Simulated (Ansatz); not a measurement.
**In: what relativity and spin–orbit coupling change**

```xyz
1
Lattice="-1.6261 1.6261 2.4739 1.6261 -1.6261 2.4739 1.6261 1.6261 -2.4739" Properties=species:S:1:pos:R:3 pbc="T T T"
In    0.0000    0.0000    0.0000
```

The cell is COD entry 9017523, as deposited and not checked against the literature; nothing was relaxed.

One fixed cell is solved with PBE by full-potential LAPW in Ansatz 0.2.0 under different relativistic treatments. Pressure is positive in compression.

Sampling and basis: a Γ-centred 14×14×14 k mesh, Fermi–Dirac smearing of 0.05 eV, basis error target 0.5 meV/atom, no spin polarisation.

```csv
setting,P (GPa),"lowest level at Γ above −25 eV, from the valence-band top or, without a gap, the Fermi level (eV)"
scalar-relativistic,1.93,-14.75
non-relativistic,2.39,-15.90
with spin–orbit coupling,1.86,-15.13
```
